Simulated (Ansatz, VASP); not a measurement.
**Fe: VASP beside Ansatz**

```
Fe
1.0
     2.28271    0.00000    0.00000
     0.00000    2.28271    0.00000
     0.00000    0.00000    2.28271
Fe
1
Direct
  0.00000 0.00000 0.00000
```

Alike in both runs: functional revPBE; k mesh 13 × 13 × 13; occupations fermi-dirac, width 0.1 eV; no spin polarisation.

Ansatz relaxed the structure, and its values are those at the end. VASP's run is a single point on that final structure, the one shown.

|  | VASP | Ansatz |
| --- | --- | --- |
| version | VASP 6.6.1 | Ansatz 0.2.0 |
| potentials or method | VASP PAW PBE potentials, release 64 (Fe) | plane waves (420 eV) with PAW, scalar-relativistic |
| plane-wave cutoff (eV) | 520 | 420 |
| valence electrons in the cell | 8 | 16 |

Ansatz gave:

| Item | Value |
| --- | --- |
| pressure (GPa) | 0.0 |

**Question.** Estimate VASP's values.

**Answer.** Pressure (GPa): -0.8.

The two sets of potentials don't hold the same shells in valence.

Caveats: the PAW data sets were made with another functional, which shifts forces and pressure a little (VASP); the run has no spin polarisation, though such a crystal can be magnetic. Spin polarisation is off, so any magnetic state and its effect on volume and gap are missing.
